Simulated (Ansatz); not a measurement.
# ZrB2 (P6/mmm) in Ansatz: a series of runs

One crystal, ZrB2, is run at these levels: PBE; tasks: single point, relaxation of cell and atoms.

Program: Ansatz 0.2.0. These are calculated values, not measurements. Logs are shortened: lines on timing, memory, paths and dates and some standing lists are left out, and cuts for length are marked.

## 1. The structure

Symmetry: P6/mmm, No. 191, hexagonal system. Conventional cell: a = 3.170 Å, b = 3.170 Å, c = 3.533 Å, α = 90.00°, β = 90.00°, γ = 120.00°. Around Zr (site symmetry 6/mmm) lie 12 B at 2.54 Å. B (site symmetry -6m2) is surrounded by 3 B at 1.83 Å.

## 2. Single point, PBE

File input.yaml:

```yaml
crystal:
  lattice:
    - [3.17, 0.0, 0.0]
    - [-1.585, 2.74530053, 0.0]
    - [0.0, 0.0, 3.533]
  atoms:
    - { symbol: Zr, position: [0.0, 0.0, 0.0] }
    - { symbol: B, position: [0.6666666667, 0.3333333333, 0.5] }
    - { symbol: B, position: [0.3333333333, 0.6666666667, 0.5] }
hamiltonian:
  xc: pbe
  pseudopotentials: { kind: paw }
kpoints:
  mp_grid: { grid: [10, 10, 8] }
scf:
  occupations: { method: gaussian, width: 0.011 }
output:
  forces: true
  stress: true
  eigenvalues: true
```

Potentials or basis: Ansatz PAW.

The run is started by

```bash
$ ansatz run input.yaml --threads 2 --pin off --max-ram 5632MiB --backend cpu --events-out ev --progress --plain --runs-dir out
```

Log:

```text
Warning: RAYON_NUM_THREADS=2 ignored (pool sized by the plan → 2); use --threads N
Engine: ansatz 0.2.0, aarch64-unknown-linux-gnu
Pseudopotentials: kind: paw
Pseudopotential: Zr, paw, valence charge 12, recommended cutoff 420 eV (normal), Zr.paw.azcp
Pseudopotential: B, paw, valence charge 3, recommended cutoff 420 eV (normal), B.paw.azcp
Functional definition: PBE
  parameter kappa = 0.804
  parameter beta = 0.06672455060314922
  exchange = pbe_x(kappa = kappa, mu = beta*pi^2/3)
  correlation = pbe_c(beta = beta)
Crystal: 3 atoms, lattice volume = 30.746 Å³
Basis set: ecut = 420 eV, 575 PW (Γ), exchange–correlation on 48×48×48 points (8 copies of the dense FFT grid, shifted against one another)
Bands: 13, of which v1, the nominal top of the filled ones, is band 9 counted from 1 (8 counted from 0)
Symmetry: 24 space group operations
Space group: P6/mmm (ITA 191), of the structure as read, at distance tolerance 3.1e-5 Å
k-points: 70 of 800
Non-local potential: Zr, projectors of the file, l = 0: 3, l = 1: 2, l = 2: 2, l = 3: 2
Non-local potential: B, projectors of the file, l = 0: 2, l = 1: 2, l = 2: 1
PAW form: soft (Blöchl's): semilocal exchange-correlation on the pseudo side does not see the compensation charge
PAW one-centre angular grid: Zr, 590 points (default); XC on 64 Gauss nodes
PAW one-centre angular grid: B, 110 points (default); XC on 64 Gauss nodes
Initial density: superposition of atomic densities (neutral atoms: chi_scale 0, normalization atom), corrected by the library's trained network
Initial wavefunctions: pseudopotential atomic-orbital guess
Functional: x = pbe(κ = 0.804, μ = 0.2195149727645171), c = pbe(β = 0.06672455060314922)
SCF iter   1: F=—  HF=-4498.717096 eV  |F-HF|=—  |Δ(HF+E_count)|=         —  Δρ=1.63e-3  dr2=4.54e-4  ethr=1.77e-3  ⟨swp⟩=5.8  Hψ=4620  notcnv=0
preconditioner: auto → none  [insulator: Δε(μ)=0.023 eV  Ē_g=8.843 eV  σ=0.011 eV  W_gap=0.58  n_scr=8 (ndim 8)  ℏωp=21.2 eV  f_vac=0.000  D(μ)=1.55/eV (n_scr^D=20)  ε∞_Penn≈6.7]
SCF iter   2: F=—  HF=-4498.717044 eV  |F-HF|=—  |Δ(HF+E_count)|=   5.22e-5  Δρ=7.04e-4  dr2=5.42e-5  ethr=2.52e-6  ⟨swp⟩=2.0  Hψ=2299  notcnv=0  defer=5
SCF iter   3: F=—  HF=-4498.717088 eV  |F-HF|=—  |Δ(HF+E_count)|=   4.40e-5  Δρ=3.14e-4  dr2=1.27e-5  ethr=3.01e-7  ⟨swp⟩=2.3  Hψ=1492  notcnv=0  defer=5
SCF iter   4: F=—  HF=-4498.717097 eV  |F-HF|=—  |Δ(HF+E_count)|=   9.32e-6  Δρ=7.24e-5  dr2=1.29e-6  ethr=7.08e-8  ⟨swp⟩=2.0  Hψ=1257  notcnv=0  defer=5
iter 5 did not close the SCF: its close was put off for the readings that it lacked (scf_convergence_deferred on its scf_iter line)
SCF iter   5: F=-4498.717097 eV  HF=-4498.717097 eV  |F-HF|=3.53e-8  |Δ(HF+E_count)|=   1.73e-7  Δρ=1.59e-5  dr2=2.02e-8  ethr=7.18e-9  ⟨swp⟩=2.3  Hψ=1330  notcnv=0  defer=5
SCF iter   6: F=-4498.717097 eV  HF=-4498.717097 eV  |F-HF|=7.34e-10  |Δ(HF+E_count)|=   3.82e-8  Δρ=2.77e-6  dr2=7.18e-10  ethr=1.12e-10  ⟨swp⟩=2.0  Hψ=2857  notcnv=0
SCF 1 converged in 6 iterations: F = -4498.717097 eV  dr2 = 7.18e-10
SCF converged after 6 iterations
Free energy (F): -4498.717097 eV
Harris-Foulkes:  -4498.717097 eV  (|F-HF|=7.34e-10)
Internal energy: -4498.717005 eV  (E = F + TS)
E sigma→0 (E₀):  -4498.717051 eV
Entropy (-TS):   -0.000092 eV (-0.031 meV/atom)
Fermi energy:    15.669623 eV
--- Per-component energies (eV) ---
  E_band       = -25.262610
  E_kinetic    = 435.199649
  E_local      = -556.492235  (includes V_loc(G=0)·N_el)
  E_nonlocal   = 100.556091
  E_hartree    = 176.055919
  E_xc         = -228.961051
  E_vxc        = -271.357847  (∫ρ·V_xc dr)
  E_paw        = -3110.890774  (= ΣΔE_a)
  E_vpaw       = -85.279722  (= ΣTr[D̂ρ^β])
  E_aug_tail   = 0.000016  (compensation charges beyond the density's cutoff)
  E_ewald      = -1314.184620
  E_smearing   = -0.000092  (= −TS)
  E_closure    = -0.000000  (closes the sum)
  Σ components = -4498.717097   (vs F -4498.717097, Δ=0.00e0)
--- Forces (eV/Å), atoms counted from 1 ---
  atom   1  Zr    -0.00000000     0.00000000     0.00000000
  atom   2  B      0.00000000     0.00000000     0.00000000
  atom   3  B      0.00000000    -0.00000000     0.00000000
  max |Σ_I F_I| component: 1.85e-17 eV/Å
--- Stress (GPa, compression-positive) ---
        0.384547       0.000000       0.000000
        0.000000       0.384547       0.000000
        0.000000       0.000000       1.585335
  P = ⅓ Tr σ = 0.7848 GPa (7.848 kbar)
--- Band table (eV; the first three rows and the last of 70) ---
  k-point 0: bands = ["-32.8352", "-11.0202", "-10.4725", "-10.4725", "3.0653", "13.1647", "13.1647", "13.2095", "13.4481", "19.1896", "19.1896", "19.9657", "19.9657"]
  k-point 1: bands = ["-32.8324", "-11.0755", "-10.4688", "-10.4688", "3.2940", "11.9786", "13.3112", "13.3112", "14.6094", "18.2235", "18.2235", "19.5016", "19.5016"]
  k-point 2: bands = ["-32.8256", "-11.2058", "-10.4597", "-10.4597", "3.9086", "10.6024", "13.7374", "13.7374", "15.8752", "17.0943", "17.0943", "18.4181", "18.4181"]
  k-point 69: bands = ["-32.6886", "-11.1503", "-11.1125", "-10.9783", "6.6050", "7.5638", "10.9009", "13.0315", "13.0846", "19.8037", "21.5012", "21.8726", "22.0167"]
```

It took 0.72 s on 2 threads of Arm Neoverse V2, shared host; peak memory 0.31 GiB.

Results:

```yaml
Free_energy: -4498.7171 eV
Pressure: 0.8 GPa
Band_gap_on_the_k_mesh: none (metal or under the smearing width)
```

## 3. Relaxation of cell and atoms, PBE

Changes to input.yaml since step 2:

```diff
@@ -15,3 +15,3 @@
 scf:
-  occupations: { method: gaussian, width: 0.011 }
+  occupations: { method: fermi_dirac, width: 0.05 }
 output:
@@ -19,2 +19,5 @@
   stress: true
-  eigenvalues: true
+relax:
+  f_tol: 0.01
+  max_steps: 40
+  cell: { stress_tol: 0.05 }
```

Potentials or basis: Ansatz PAW.

The run is started by

```bash
$ ansatz run input.yaml --threads 2 --pin off --max-ram 5632MiB --backend cpu --events-out ev --progress --plain --runs-dir out
```

Wall time 2.7 s (2 threads of Arm Neoverse V2, shared host); peak memory 0.33 GiB.

Results (log left out):

- Free energy: -4498.7194 eV
- Relaxed volume: 10.28 Å³/atom
- Relaxed cell: a = 3.170 Å, b = 3.170 Å, c = 3.546 Å, α = 90.00°, β = 90.00°, γ = 120.00°
- Space group after relaxing (to 0.05 Å): P6/mmm (No. 191)
- Energy gained by relaxing: 0.2 meV/atom
- Ionic steps: 4
- Pressure after relaxing: 0.0 GPa

Step by step:
```
step  energy change (eV)  largest force (eV/Å)  volume (Å³)
   1              0.0000                0.0000        30.75
   2              0.0002                0.0000        30.94
   3             -0.0004                0.0000        30.85
   4             -0.0005                0.0000        30.85
```

Final structure:
```
Zr B
1.0
     3.16994    0.00000    0.00000
    -1.58497    2.74525    0.00000
     0.00000    0.00000    3.54550
Zr B
1 2
Direct
  0.00000 0.00000 0.00000
  0.66667 0.33333 0.50000
  0.33333 0.66667 0.50000
```

Caveat: the plane-wave basis is chosen anew once the cell has moved, so the energies of steps on either side of that aren't comparable.
